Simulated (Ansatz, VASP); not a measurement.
One calculation of MgO, two programs

The input INCAR:

```
PREC = Accurate
ENCUT = 520
EDIFF = 1E-6
ISMEAR = 0
SIGMA = 0.05
LREAL = False
LASPH = True
NELM = 100
ALGO = Normal
ISIF = 2
LWAVE = False
LCHARG = False
GGA = PE
NBANDS = 11
```

File KPOINTS:

```
regular mesh
0
Gamma
  10 10 10
```

Contents of POSCAR:

```
MgO
1.0
    0.0000000000      2.1351500000      2.1351500000
    2.1351500000      0.0000000000      2.1351500000
    2.1351500000      2.1351500000      0.0000000000
Mg O
1 1
Direct
    0.0000000000      0.0000000000      0.0000000000
    0.4297473245      0.4297473245      0.5702526755
```

Input for Ansatz:

```yaml
crystal:
  lattice:
    - [0.0, 2.13515, 2.13515]
    - [2.13515, 0.0, 2.13515]
    - [2.13515, 2.13515, 0.0]
  atoms:
    - { symbol: Mg, position: [0.0, 0.0, 0.0] }
    - { symbol: O, position: [0.4297473245, 0.4297473245, 0.5702526755] }
basis:
  ecutwfc: 420
kpoints:
  mp_grid: { grid: [10, 10, 10] }
hamiltonian:
  xc: pbe
scf:
  occupations: { method: gaussian, width: 0.05 }
output:
  forces: true
  stress: true
  eigenvalues: true
```

Alike in both runs: task single point; functional PBE; k mesh 10 × 10 × 10; occupations gaussian, width 0.05 eV; no spin polarisation.

|  | VASP | Ansatz |
| --- | --- | --- |
| version | VASP 6.6.1 | Ansatz 0.2.0 |
| potentials or method | VASP PAW PBE potentials, release 64 (Mg, O) | scalar-relativistic, plane waves, PAW |
| plane-wave cutoff (eV) | 520 | 420 |
| valence electrons in the cell | 8 | 16 |

```csv
,VASP,Ansatz,Ansatz less VASP
gap on the k mesh at the Fermi level (eV),4.32,4.34,+0.016
least direct gap on the mesh (eV),4.32,4.34,+0.016
pressure (GPa),6.3,6.9,+0.56
largest component of the traceless stress (GPa),20.45,20.13,-0.321
rms of the force components (eV/Å),1.368,1.347,-0.0210
```

Atom by atom the forces differ by 0.021 eV/Å (rms over components). The two sets of potentials don't hold the same shells in valence.

Caveats: forces of over 1 eV/Å show positions far from the minimum, so gaps and moduli don't describe the material at rest.
